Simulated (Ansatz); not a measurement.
**FeGe: the lowest state among those tried**

FeGe is taken as a test cell of our own (not relaxed), 2 atoms in the cell.

```
Fe Ge
1.0
     3.01014    0.00000    0.00000
     0.00000    3.01014    0.00000
     0.00000    0.00000    3.01014
Fe Ge
1 1
Cartesian
  0.0000 0.0000 0.0000
  1.3947 1.3568 1.3652
```

Site labels below count the atoms in this order, from 1.

All numbers below come from DFT, r2SCAN, PAW (an earlier, harder data set), plane waves, scalar-relativistic (Ansatz).

- Plane-wave cutoff: 1230 eV
- k-point mesh: 3×3×3 (Γ-centred)
- Occupations: Gaussian smearing, 0.05 eV
- Valence electrons: 30

Site moments are integrals over atomic spheres and don't add up to the total.

With one magnetic atom in the cell its copies can only be parallel; orders in a larger cell may lie lower.

The mesh is coarse, so energy differences (and at times their sign) aren't converged.

States within about 5 meV/atom are too close for this mesh, smearing and search to settle their order. Orders that need a larger cell or non-collinear spins weren't tried. No run without spin polarisation was made.

The default search lets the program follow hints of a lower state (another filling of open shells, a soft direction), where it sees any. With a search on, the program may also reshape the start on open shells.

Which state comes out lowest among 2 converged runs with various starts and settings? Give the order and the site moments.

Spin-polarised, site moments Fe1 1.96 μB, total 1.93 μB per cell. It was reached from: default search for lower states [Fe1 2.00 μB].

A run starts from: default search for lower states [Fe1 4.00 μB]. What does it converge to?

It converges in 38 iterations to a state 1.1 meV/atom above the lowest: spin-polarised, site moments Fe1 1.96 μB, total 1.93 μB per cell (the moments match the lowest state's, so the two differ in another way, such as which orbitals are filled).
